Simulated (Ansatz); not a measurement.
TaSi2:

```xyz
9
Lattice="4.7800 0.0000 0.0000 -2.3900 4.1396 0.0000 0.0000 0.0000 6.5640" Properties=species:S:1:pos:R:3 pbc="T T T"
Ta   -1.1950    2.0698    1.0940
Ta    1.1950    2.0698    5.4700
Ta    2.3900    0.0000    3.2820
Si    1.1949    0.6899    1.0940
Si   -1.1951    3.4497    5.4700
Si    2.3900    2.7599    3.2820
Si    1.1951    3.4497    1.0940
Si    3.5851    0.6899    5.4700
Si    0.0000    1.3797    3.2820
```

```yaml
Program: Ansatz 0.2.0
Task: relaxation of cell and atoms
Functional: PBE
Potentials_or_basis: Ansatz PAW
Cutoff: "420 eV (not typed: the program's choice for these potentials)"
k_mesh: 5 × 5 × 3
Occupations: fermi-dirac, width 0.05 eV
Spin: no spin polarisation
```

At the start: volume 14.43 Å³/atom.

**Question.** How do energy, volume and symmetry change on relaxing?

**Answer.** It ends after 5 steps and the volume is 14.67 Å³/atom (+1.7 %); space group P6_222 (No. 180, to 0.05 Å).

The path:
| step | energy change (eV) | largest force (eV/Å) | volume (Å³) |
| --- | --- | --- | --- |
| 1 | 0.0000 | 0.7929 | 129.88 |
| 2 | -0.1578 | 0.1265 | 133.66 |
| 3 | -0.1794 | 0.0103 | 132.23 |
| 4 | -0.1799 | 0.0034 | 132.03 |
| 5 | -0.1805 | 0.0035 | 132.03 |

Final structure:
```yaml
crystal:
  lattice:
    - [4.81424, 0.00000, 0.00000]
    - [-2.40712, 4.16925, 0.00000]
    - [0.00000, 0.00000, 6.57788]
  atoms:
    - { symbol: Ta, position: [0.00000, 0.50000, 0.16667] }
    - { symbol: Ta, position: [0.50000, 0.50000, 0.83333] }
    - { symbol: Ta, position: [0.50000, 0.00000, 0.50000] }
    - { symbol: Si, position: [0.31729, 0.15864, 0.16667] }
    - { symbol: Si, position: [0.15864, 0.84136, 0.83333] }
    - { symbol: Si, position: [0.84136, 0.68271, 0.50000] }
    - { symbol: Si, position: [0.68271, 0.84136, 0.16667] }
    - { symbol: Si, position: [0.84136, 0.15864, 0.83333] }
    - { symbol: Si, position: [0.15864, 0.31729, 0.50000] }
```

Caveat: the plane-wave basis is chosen anew once the cell has moved, so the energies of steps on either side of that aren't comparable.
